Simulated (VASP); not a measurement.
# W (Im-3m) in VASP: a series of runs

One crystal, W, is run at these levels: r2SCAN, LDA; tasks: equation of state, band structure, optical spectrum.

All numbers are computed with VASP 6.6.1; they aren't measurements. Logs are shortened: lines on timing, memory, paths and dates and some standing lists are left out, and cuts for length are marked.

### 1 The crystal as given

It takes space group Im-3m (No. 229, cubic). The conventional cell has a = 3.165 Å, b = 3.165 Å, c = 3.165 Å, α = 90.00°, β = 90.00°, γ = 90.00°. W (site symmetry m-3m) has 8 W at 2.74 Å as nearest neighbours.

### 2 Equation of state, r2SCAN

Potentials or basis: VASP PAW PBE potentials, release 64 (W_sv).

This step only gathers the single runs of the series.

What came out:

```yaml
Equilibrium_volume: 15.99 Å³/atom
Bulk_modulus: 321 GPa
Pressure_derivative_of_the_bulk_modulus: 3.7
```

Energy against volume, from the lowest point:
```
volume (Å³/atom)  energy (meV/atom)
          14.897              82.17
          15.214              39.42
          15.531              12.49
          15.848               0.00
          16.165               0.66
          16.482              13.28
          16.798              36.74
```

Caveat: the PAW data sets were made with another functional, which shifts forces and pressure a little.

### 3 Band structure, LDA

W.cif

```cif
data_W
_cell_length_a 3.16469000
_cell_length_b 3.16469000
_cell_length_c 3.16469000
_cell_angle_alpha 90.00000000
_cell_angle_beta 90.00000000
_cell_angle_gamma 90.00000000
_space_group_name_H-M_alt 'Im-3m'
_space_group_name_Hall '-I 4 2 3'
_space_group_IT_number 229
loop_
_space_group_symop_operation_xyz
'x,y,z'
'-x,-y,-z'
'-y,x,z'
'y,-x,-z'
'-x,-y,z'
'x,y,-z'
'y,-x,z'
'-y,x,-z'
'x,-y,-z'
'-x,y,z'
'-y,-x,-z'
'y,x,z'
'-x,y,-z'
'x,-y,z'
'y,x,-z'
'-y,-x,z'
'z,x,y'
'-z,-x,-y'
'z,-y,x'
'-z,y,-x'
'z,-x,-y'
'-z,x,y'
'z,y,-x'
'-z,-y,x'
'-z,x,-y'
'z,-x,y'
'-z,-y,-x'
'z,y,x'
'-z,-x,y'
'z,x,-y'
'-z,y,x'
'z,-y,-x'
'y,z,x'
'-y,-z,-x'
'x,z,-y'
'-x,-z,y'
'-y,z,-x'
'y,-z,x'
'-x,z,y'
'x,-z,-y'
'-y,-z,x'
'y,z,-x'
'-x,-z,-y'
'x,z,y'
'y,-z,-x'
'-y,z,x'
'x,-z,y'
'-x,z,-y'
'x+1/2,y+1/2,z+1/2'
'-x+1/2,-y+1/2,-z+1/2'
'-y+1/2,x+1/2,z+1/2'
'y+1/2,-x+1/2,-z+1/2'
'-x+1/2,-y+1/2,z+1/2'
'x+1/2,y+1/2,-z+1/2'
'y+1/2,-x+1/2,z+1/2'
'-y+1/2,x+1/2,-z+1/2'
'x+1/2,-y+1/2,-z+1/2'
'-x+1/2,y+1/2,z+1/2'
'-y+1/2,-x+1/2,-z+1/2'
'y+1/2,x+1/2,z+1/2'
'-x+1/2,y+1/2,-z+1/2'
'x+1/2,-y+1/2,z+1/2'
'y+1/2,x+1/2,-z+1/2'
'-y+1/2,-x+1/2,z+1/2'
'z+1/2,x+1/2,y+1/2'
'-z+1/2,-x+1/2,-y+1/2'
'z+1/2,-y+1/2,x+1/2'
'-z+1/2,y+1/2,-x+1/2'
'z+1/2,-x+1/2,-y+1/2'
'-z+1/2,x+1/2,y+1/2'
'z+1/2,y+1/2,-x+1/2'
'-z+1/2,-y+1/2,x+1/2'
'-z+1/2,x+1/2,-y+1/2'
'z+1/2,-x+1/2,y+1/2'
'-z+1/2,-y+1/2,-x+1/2'
'z+1/2,y+1/2,x+1/2'
'-z+1/2,-x+1/2,y+1/2'
'z+1/2,x+1/2,-y+1/2'
'-z+1/2,y+1/2,x+1/2'
'z+1/2,-y+1/2,-x+1/2'
'y+1/2,z+1/2,x+1/2'
'-y+1/2,-z+1/2,-x+1/2'
'x+1/2,z+1/2,-y+1/2'
'-x+1/2,-z+1/2,y+1/2'
'-y+1/2,z+1/2,-x+1/2'
'y+1/2,-z+1/2,x+1/2'
'-x+1/2,z+1/2,y+1/2'
'x+1/2,-z+1/2,-y+1/2'
'-y+1/2,-z+1/2,x+1/2'
'y+1/2,z+1/2,-x+1/2'
'-x+1/2,-z+1/2,-y+1/2'
'x+1/2,z+1/2,y+1/2'
'y+1/2,-z+1/2,-x+1/2'
'-y+1/2,z+1/2,x+1/2'
'x+1/2,-z+1/2,y+1/2'
'-x+1/2,z+1/2,-y+1/2'
loop_
_atom_site_label
_atom_site_type_symbol
_atom_site_symmetry_multiplicity
_atom_site_Wyckoff_symbol
_atom_site_fract_x
_atom_site_fract_y
_atom_site_fract_z
_atom_site_occupancy
W1 W 2 a 0.0000000000 0.0000000000 0.0000000000 1
```

POSCAR

```
W 
 1.0000000000000000
     3.1646899999999998    0.0000000000000000    0.0000000000000000
     0.0000000000000000    3.1646899999999998    0.0000000000000000
     0.0000000000000000    0.0000000000000000    3.1646899999999998
 W  
   2
Cartesian
  0.0000000000000000  0.0000000000000000  0.0000000000000000
  1.5823449999999999  1.5823449999999999  1.5823449999999999
```

INCAR.step1

```
SYSTEM = W
PREC = Accurate ; ENCUT = 520
EDIFF = 1E-6 ; ISMEAR = 1
SIGMA = 0.2 ; LREAL = .FALSE.
LASPH = .TRUE. ; NELM = 80
ALGO = Fast ; ISIF = 2
LWAVE = .FALSE. ; LCHARG = .TRUE.
LMAXMIX = 4 ; GGA = CA
```

KPOINTS.step1

```
regular mesh
0
G
  8 8 8
  0 0 0
```

INCAR.step2

```
SYSTEM = W
PREC = Accurate ; ENCUT = 520
EDIFF = 1E-6 ; ISMEAR = 0
SIGMA = 0.05 ; LREAL = .FALSE.
LASPH = .TRUE. ; NELM = 80
ALGO = Fast ; ISIF = 2
LWAVE = .FALSE. ; LCHARG = .FALSE.
LMAXMIX = 4 ; GGA = CA
ICHARG = 11
```

KPOINTS.step2

```
path GXMGRX,MR
15
line-mode
reciprocal
 0.0000000000  0.0000000000  0.0000000000  G
 0.0000000000  0.5000000000  0.0000000000  X

 0.0000000000  0.5000000000  0.0000000000  X
 0.5000000000  0.5000000000  0.0000000000  M

 0.5000000000  0.5000000000  0.0000000000  M
 0.0000000000  0.0000000000  0.0000000000  G

 0.0000000000  0.0000000000  0.0000000000  G
 0.5000000000  0.5000000000  0.5000000000  R

 0.5000000000  0.5000000000  0.5000000000  R
 0.0000000000  0.5000000000  0.0000000000  X

 0.5000000000  0.5000000000  0.0000000000  M
 0.5000000000  0.5000000000  0.5000000000  R
```

Potentials or basis: VASP PAW LDA potentials, release 64 (W_sv).

Launch:

```
$ ase convert -i cif -o vasp W.cif POSCAR
$ cat potpaw_LDA.64/W_sv/POTCAR > POTCAR
$ cp INCAR.step1 INCAR
$ cp KPOINTS.step1 KPOINTS
$ mpirun -np 1 vasp_std > vasp.out
$ cp INCAR.step2 INCAR
$ cp KPOINTS.step2 KPOINTS
$ mpirun -np 1 vasp_std > vasp.out
```

It took 34 s on 1 thread of Intel Xeon Platinum 8559C (Emerald Rapids), shared host; peak memory 0.15 GiB.

It converged, with:

```yaml
Band_gap_along_the_path: none (metal or under the smearing width)
```

Levels at the corners of the path, in eV from the Fermi level:
```
point  band 12  band 13  band 14  band 15  band 16  band 17
    Γ    -1.35    -1.35    -1.35     2.10     2.10     5.06
    X    -2.93    -0.62    -0.62    -0.62    -0.62     1.24
    X    -2.93    -0.62    -0.62    -0.62    -0.62     1.24
    M    -3.67     0.75     0.75     2.00     2.00     2.96
    M    -3.67     0.75     0.75     2.00     2.00     2.96
    Γ    -1.35    -1.35    -1.35     2.10     2.10     5.06
    Γ    -1.35    -1.35    -1.35     2.10     2.10     5.06
    R    -3.01    -3.01    -3.01     3.13     3.13     3.13
    R    -3.01    -3.01    -3.01     3.13     3.13     3.13
    X    -2.93    -0.62    -0.62    -0.62    -0.62     1.24
    M    -3.67     0.75     0.75     2.00     2.00     2.96
    R    -3.01    -3.01    -3.01     3.13     3.13     3.13
```

Caveat: the log is that of the step along the path at fixed density, whose energy, stress, charges and moments have no meaning; spin-orbit coupling is left out, which moves the levels of the heavy elements.

### 4 Optical spectrum, r2SCAN

INCAR

```
PREC     = Accurate       # precision mode
ENCUT    = 520            # plane-wave cutoff, eV
EDIFF    = 1E-7           # SCF threshold, eV
ISMEAR   = 1              # smearing method
SIGMA    = 0.1            # smearing width, eV
LREAL    = False          # projectors in reciprocal space
LASPH    = True           # aspherical terms in the spheres
NELM     = 100            # most SCF steps
ALGO     = Normal         # electronic algorithm
ISIF     = 2              # what is computed and relaxed
LWAVE    = False          # write WAVECAR
LCHARG   = False          # write CHGCAR
METAGGA  = R2SCAN         # meta-GGA
LMIXTAU  = True         
LOPTICS  = True           # frequency-dependent dielectric function
NBANDS   = 55             # bands
NEDOS    = 2000           # points of the DOS
CSHIFT   = 0.05
```

KPOINTS

```
Automatic mesh
0
Gamma
  12 12 12
```

POSCAR

```
W
2.7407
   -0.577350676834      0.577350676834      0.577350676834
    0.577350676834     -0.577350676834      0.577350676834
    0.577350676834      0.577350676834     -0.577350676834
W
1
Direct
    0.0000000000      0.0000000000      0.0000000000
```

Potentials or basis: VASP PAW PBE potentials, release 64 (W_sv).

Launch:

```
$ cat potpaw_PBE.64/W_sv/POTCAR > POTCAR
$ mpirun -np 1 vasp_std > vasp.out
```

OUTCAR:

```text
PREC = Accurate
   ENCUT = 520
   EDIFF = 1E-7
   ISMEAR = 1
   LREAL = False
   LASPH = True
   NELM = 100
   ISIF = 2
   METAGGA = R2SCAN

 ion  position               nearest neighbor table
   1  0.000  0.000  0.000-

  LATTYP: Found a body centered cubic cell.
 ALAT       =     3.1646900000

  Lattice vectors:

 A1 = (  -1.5823450000,   1.5823450000,   1.5823450000)
 A2 = (   1.5823450000,  -1.5823450000,   1.5823450000)
 A3 = (   1.5823450000,   1.5823450000,  -1.5823450000)

Analysis of symmetry for initial positions (statically):
=====================================================================
 Subroutine PRICEL returns:
 Original cell was already a primitive cell.

 Routine SETGRP: Setting up the symmetry group for a
 body centered cubic supercell.

 Subroutine GETGRP returns: Found 48 space group operations
 (whereof 48 operations were pure point group operations)
 out of a pool of 48 trial point group operations.

The static configuration has the point symmetry O_h .

Analysis of symmetry for dynamics (positions and initial velocities):
=====================================================================
 Subroutine PRICEL returns:
 Original cell was already a primitive cell.

 Routine SETGRP: Setting up the symmetry group for a
[... 1091 lines left out ...]
      0.00000      0.00000      0.00000         0.000000      0.000000     -0.000000
 -----------------------------------------------------------------------------------
    total drift:                                0.000000     -0.000000      0.000000

  FREE ENERGIE OF THE ION-ELECTRON SYSTEM (eV)
  ---------------------------------------------------
  free  energy   TOTEN  =       -51.3540781614 eV

  energy  without entropy=      -51.3542215283  energy(sigma->0) =      -51.35412595

 electrical conductivity sigma (Mega S m-1) (frequency dependency in vasprun.xml)
  --------------------------------------------------------------------------------------
       0.071       0.000       0.000
       0.000       0.071      -0.000
       0.000      -0.000       0.071

  frequency dependent IMAGINARY DIELECTRIC FUNCTION (independent particle, no local field effects) density-density
     E(ev)      X         Y         Z        XY        YZ        ZX
  --------------------------------------------------------------------------------------------------------------
     0.00000     0.00000     0.00000     0.00000     0.00000     0.00000     0.00000
     2.33418    15.66532    15.66532    15.66532     0.00000    -0.00000    -0.00000
     4.66837    19.03008    19.03008    19.03008    -0.00000     0.00000    -0.00000
     7.00255     8.39995     8.39995     8.39995    -0.00000     0.00000    -0.00000
     9.33673     1.75084     1.75084     1.75084    -0.00000     0.00000     0.00000
    11.67092     3.77427     3.77427     3.77427     0.00000    -0.00000    -0.00000
[... 92 lines left out ...]
   228.74999     0.00000     0.00000     0.00000    -0.00000    -0.00000     0.00000
   231.08418     0.00000     0.00000     0.00000    -0.00000    -0.00000     0.00000

  frequency dependent      REAL DIELECTRIC FUNCTION (independent particle, no local field effects) density-density
     E(ev)        X           Y           Z          XY          YZ          ZX
  --------------------------------------------------------------------------------------------------------------
     0.00000    62.42504    62.42504    62.42504    -0.00000     0.00000    -0.00000
     2.33418     7.02733     7.02733     7.02733     0.00000    -0.00000     0.00000
     4.66837    11.21473    11.21473    11.21473     0.00000     0.00000    -0.00000
     7.00255    -9.36108    -9.36108    -9.36108     0.00000     0.00000     0.00000
     9.33673    -1.12977    -1.12977    -1.12977     0.00000    -0.00000    -0.00000
    11.67092     0.35152     0.35152     0.35152     0.00000    -0.00000     0.00000
[... 92 lines left out ...]
   228.74999     0.97588     0.97588     0.97588    -0.00000     0.00000     0.00000
   231.08418     0.97638     0.97638     0.97638    -0.00000     0.00000     0.00000

  frequency dependent IMAGINARY DIELECTRIC FUNCTION (independent particle, no local field effects) current-current
     E(ev)      X         Y         Z        XY        YZ        ZX
  --------------------------------------------------------------------------------------------------------------
     0.00000    -0.00005    -0.00005    -0.00005    -0.00000    -0.00000    -0.00000
     2.33418    15.41623    15.41623    15.41623    -0.00000     0.00000    -0.00000
     4.66837    19.08480    19.08480    19.08480     0.00000     0.00000    -0.00000
     7.00255     8.39626     8.39626     8.39626     0.00000     0.00000    -0.00000
     9.33673     1.75973     1.75973     1.75973    -0.00000    -0.00000     0.00000
    11.67092     3.77303     3.77303     3.77303    -0.00000    -0.00000     0.00000
[... 92 lines left out ...]
   228.74999    -0.00000    -0.00000    -0.00000     0.00000     0.00000    -0.00000
   231.08418    -0.00000    -0.00000    -0.00000     0.00000     0.00000    -0.00000

  frequency dependent      REAL DIELECTRIC FUNCTION (independent particle, no local field effects) current-current
     E(ev)        X           Y           Z          XY          YZ          ZX
  --------------------------------------------------------------------------------------------------------------
     0.00000    62.65199    62.65199    62.65199     0.00000     0.00000     0.00000
     2.33418     6.27220     6.27220     6.27220     0.00000     0.00000     0.00000
     4.66837    10.75299    10.75299    10.75299    -0.00000     0.00000    -0.00000
     7.00255    -9.49149    -9.49149    -9.49149    -0.00000    -0.00000    -0.00000
     9.33673    -1.15366    -1.15366    -1.15366    -0.00000    -0.00000    -0.00000
    11.67092     0.31593     0.31593     0.31593    -0.00000    -0.00000     0.00000
[... 92 lines left out ...]
   228.74999     0.97588     0.97588     0.97588     0.00000    -0.00000    -0.00000
   231.08418     0.97639     0.97639     0.97639     0.00000    -0.00000    -0.00000
```

OSZICAR:

```text
N       E                     dE             d eps       ncg     rms          rms(c)
DAV:   1     0.733463241114E+02    0.73346E+02   -0.34663E+03  7991   0.298E+02
DAV:   2    -0.501183563515E+02   -0.12346E+03   -0.11453E+03  8912   0.120E+02
DAV:   3    -0.556229946068E+02   -0.55046E+01   -0.54412E+01  9458   0.246E+01
[... 13 lines left out ...]
DAV:  17    -0.513540769640E+02    0.20420E-05   -0.27799E-07  8840   0.242E-03    0.537E-04
DAV:  18    -0.513540788763E+02   -0.19123E-05   -0.68779E-08  8760   0.934E-04    0.470E-04
DAV:  19    -0.513540778668E+02    0.10095E-05   -0.14270E-08  8049   0.443E-04    0.875E-05
DAV:  20    -0.513540782216E+02   -0.35483E-06   -0.70628E-10  5380   0.113E-04    0.285E-05
DAV:  21    -0.513540781614E+02    0.60289E-07   -0.35056E-11  4975   0.204E-05
   1 F= -.51354078E+02 E0= -.51354126E+02  d E =0.143367E-03
 imaginary and real dielectric function
```

stdout:

```text
POSCAR found type information on POSCAR W
 POSCAR found :  1 types and       1 ions
 scaLAPACK will be used
 -----------------------------------------------------------------------------
|                                                                             |
|                                                                             |
|     You enforced a specific xc type in the INCAR file but a different       |
|     I HOPE YOU KNOW WHAT YOU ARE DOING!                                     |
|                                                                             |
 -----------------------------------------------------------------------------

 LDA part: xc-table for (None), standard interpolation
 POSCAR, INCAR and KPOINTS ok, starting setup
 FFT: planning ... GRIDC
 FFT: planning ... GRID_SOFT
 FFT: planning ... GRID
 WAVECAR not read
 entering main loop
 optical routines
 imaginary and real dielectric function
 direction            1
 direction            2
 direction            3
```

It took 3 min on 1 thread of Intel Xeon Platinum 8559C (Emerald Rapids), shared host; peak memory 0.18 GiB.

Results:

- Free energy: -51.3541 eV
- Pressure: 3.0 GPa
- Band gap on the k mesh: none (metal or under the smearing width)

Dielectric function (mean over the directions given):
| energy (eV) | real part | imaginary part |
| --- | --- | --- |
| 0.35 | 74.75 | -1.29 |
| 1.28 | -0.03 | 22.38 |
| 2.33 | 7.03 | 15.67 |
| 3.38 | 5.26 | 24.00 |
| 4.43 | 6.39 | 7.19 |
| 5.49 | 3.33 | 19.15 |
| 6.54 | -9.85 | 11.89 |
| 7.47 | -5.80 | 2.71 |
| 8.52 | -3.87 | 2.75 |
| 9.57 | -0.97 | 4.22 |
| 10.62 | -0.26 | 6.29 |
| 11.67 | 0.35 | 3.77 |
| 12.72 | -0.26 | 0.02 |
| 13.65 | -2.51 | 2.75 |
| 14.71 | -1.26 | 0.95 |
| 15.76 | 0.04 | 1.36 |
| 16.81 | 0.39 | 2.79 |
| 17.86 | -1.40 | 2.97 |
| 18.91 | -1.91 | 1.49 |
| 19.96 | -1.84 | 1.51 |

Caveat: spectra need much finer meshes, so this one isn't converged; independent-particle spectra lack excitons; the intraband (Drude) part of a metal's response may be missing; the PAW data sets were made with another functional, which shifts forces and pressure a little. The run has no spin-orbit coupling, so splittings on W are missing.

### 5 For comparison

An earlier run on the cell as given: functional PBE; potentials or basis VASP PAW PBE potentials, release 64 (W_sv); cutoff 520 eV; k mesh 12 × 12 × 12; occupations fermi-dirac, width 0.05 eV; no spin polarisation.

* Pressure: 6.4 GPa
* Band gap on the k mesh: none (metal or under the smearing width)

### 6 The runs side by side

```tsv
task	level	potentials or basis	k mesh	smearing	gap on the mesh (eV)	pressure (GPa)
equation of state	r2SCAN	VASP PAW PBE potentials, release 64 (W_sv)	12 × 12 × 12	fermi-dirac 0.05 eV	-	-
band structure	LDA	VASP PAW LDA potentials, release 64 (W_sv)	8 × 8 × 8	methfessel-paxton 0.2 eV	-	-
optical spectrum	r2SCAN	VASP PAW PBE potentials, release 64 (W_sv)	12 × 12 × 12	methfessel-paxton 0.1 eV	none	3.0
single point	PBE	VASP PAW PBE potentials, release 64 (W_sv)	12 × 12 × 12	fermi-dirac 0.05 eV	none	6.4
```

Alike in all rows: no spin polarisation; cell as given; cutoff (eV) 520.

Caveats: the PAW data sets were made with another functional, which shifts forces and pressure a little (some runs); spin-orbit coupling is left out, which moves the levels of the heavy elements (some runs); spectra need much finer meshes, so this one isn't converged (some runs); independent-particle spectra lack excitons (some runs); the intraband (Drude) part of a metal's response may be missing (some runs).

Absolute energies hang on the potentials; compare differences alone.
